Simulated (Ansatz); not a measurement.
A series in volume scale on Si

Results calculated with Ansatz 0.2.0, not measured. Periodic Kohn-Sham DFT of a crystal at fixed atoms, scaled to volume_scale times the given cell; pressure positive in compression, energy less spherical unpolarised free atoms, largest_vzz the field gradient of largest size among the nuclei.

The cell before it is scaled or strained (space group Fd-3m, No. 227):
```
cell vectors (Å)
   0.0000     2.7155     2.7155
   2.7155     0.0000     2.7155
   2.7155     2.7155     0.0000
atoms (fractions of the cell vectors)
Si  0.50000  0.50000  0.50000
Si  0.75000  0.75000  0.75000
```

Settings of every row: method all-electron LAPW; functional PBE; relativity scalar; k mesh 11x11x11; filling fermi-dirac; smearing width 0.08 eV; basis error target 0.25 meV/atom; nucleus gaussian.

Atom start moment: 0 on all atoms.

| row | volume scale | V (Å³/atom) | energy less free atoms (eV/atom) | pressure (GPa) |
| --- | --- | --- | --- | --- |
| 1 | 0.94 | 18.822 | -5.3704 | 8.784 |
| 2 | 0.9405 | 18.833 | -5.3709 | 8.718 |
| 3 | 0.96 | 19.223 | -5.3891 | 6.276 |
| 4 | 0.97 | 19.423 | -5.3963 | 5.116 |
| 5 | 0.98 | 19.623 | -5.4019 | 4.013 |
| 6 | 1 | 20.023 | -5.4094 | 1.971 |
| 7 | 1.01 | 20.224 | -5.4112 | 1.027 |
| 8 | 1.02 | 20.424 | -5.412 | 0.13 |
| 9 | 1.03 | 20.625 | -5.4116 | -0.721 |
| 10 | 1.04 | 20.825 | -5.4102 | -1.53 |
| 11 | 1.06 | 21.225 | ? | ? |

Question: what energy less free atoms and pressure should row 11 give?

Worked fit of energy less free atoms. Take u = (V_r/V)^(2/3) − 1 with V_r = 19.823 Å³ an atom, which is twice the finite (Eulerian) strain; such expansions in the strain, on which the Birch-Murnaghan equation of state is built, carry the rest volume and the bulk modulus. The shown rows have u = 0.03515, 0.03474, 0.0207, 0.01368, 0.00678, -0.00667, -0.01326, -0.01971, -0.02609, -0.03234. Least squares give energy less free atoms = −5.40629 + 0.5526 × u + 13.363 × u² eV/atom; a straight line predicts inner rows, each left out in turn, worse (root mean square 0.0061 against 6.1e-05 eV/atom). The rows lie off it by 0.0000, 0.0001, 0.0000, -0.0001, 0.0000, 0.0000, 0.0001, 0.0000, 0.0000, 0.0000. Its lowest point lies at u = -0.0207, or V = 20.45 Å³ an atom, and the curvature there gives the bulk modulus at fixed shape and fractions, B = (4/9)(1 + u)² E″(u)/V = 89.2 GPa. The withheld row has u = -0.04454, so the fit gives −5.40629 + 0.5526 × (-0.04454) + 13.363 × (-0.04454)² = -5.4044 eV/atom.

The calculation gave -5.4044 eV/atom. The fit meets it to the printed digit. This row lies beyond the range of the fit.

Worked fit of pressure. Take u = (V_r/V)^(2/3) − 1 with V_r = 19.823 Å³ an atom, which is twice the finite (Eulerian) strain; such expansions in the strain, on which the Birch-Murnaghan equation of state is built, carry the rest volume and the bulk modulus. The shown rows have u = 0.03515, 0.03474, 0.0207, 0.01368, 0.00678, -0.00667, -0.01326, -0.01971, -0.02609, -0.03234. Least squares give pressure = 2.967 + 151.726 × u + 394.23 × u² GPa; a straight line predicts inner rows, each left out in turn, worse (root mean square 0.18 against 0.0032 GPa). The rows lie off it by -0.003, 0.004, -0.001, 0.000, -0.001, -0.002, 0.003, 0.000, 0.002, -0.002. The pressure vanishes at u = -0.0207, or V = 20.45 Å³ an atom, and there the bulk modulus at fixed shape and fractions is B = −V dP/dV = (2/3)(1 + u) dP/du = 88.4 GPa. The withheld row has u = -0.04454, so the fit gives 2.967 + 151.726 × (-0.04454) + 394.23 × (-0.04454)² = -3.009 GPa.

The calculation gave -3.024 GPa. The fit lies 0.015 GPa (0.13 % of the column's range) above it; its largest miss of a shown row is 0.004 GPa. This row lies beyond the range of the fit.
